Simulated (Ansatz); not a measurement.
A run of Ansatz 0.2.0:

input.yaml

```yaml
crystal:
  lattice:
    - [4.54534955, 0.0, 0.0]
    - [0.0, 5.51961944, 0.0]
    - [0.0, 0.0, 4.90919686]
  atoms:
    - { symbol: Ti, position: [0.0, 0.17299093, 0.75] }
    - { symbol: Ti, position: [0.5, 0.32700907, 0.25] }
    - { symbol: Ti, position: [0.0, 0.82700907, 0.25] }
    - { symbol: Ti, position: [0.5, 0.67299093, 0.75] }
    - { symbol: O, position: [0.27145062, 0.38172464, 0.91864908] }
    - { symbol: O, position: [0.77145062, 0.11827536, 0.08135092] }
    - { symbol: O, position: [0.22854938, 0.11827536, 0.41864908] }
    - { symbol: O, position: [0.72854938, 0.38172464, 0.58135092] }
    - { symbol: O, position: [0.27145062, 0.61827536, 0.41864908] }
    - { symbol: O, position: [0.77145062, 0.88172464, 0.58135092] }
    - { symbol: O, position: [0.22854938, 0.88172464, 0.91864908] }
    - { symbol: O, position: [0.72854938, 0.61827536, 0.08135092] }
hamiltonian:
  xc: pbe
  pseudopotentials: { kind: paw }
  hubbard: { sites: [{ species: Ti, l: d, u_eff: 8.0 }] }
kpoints:
  mp_grid: { grid: [6, 5, 6] }
scf:
  occupations: { method: fermi_dirac, width: 0.05 }
  n_extra_bands: 30
output:
  forces: true
  stress: true
  eigenvalues: true
  dos: { projected: true, de: 0.05, nscf_kmesh: { grid: [9, 8, 9] } }
```

Potentials or basis: Ansatz PAW.

Launch:

```sh
$ ansatz run input.yaml --threads 4 --pin off --max-ram 11264MiB --backend cpu --events-out ev --progress --plain --runs-dir out
```

Hardware: 4 threads of Arm Neoverse V1 (shared host).

Question: How long does it take, and how much memory?

Answer: Run time: 35 s on 4 threads of Arm Neoverse V1, with other jobs on the host, peak memory 1.3 GiB. Counts: scf iterations 10, plane waves 2417, k points 48, bands 78.
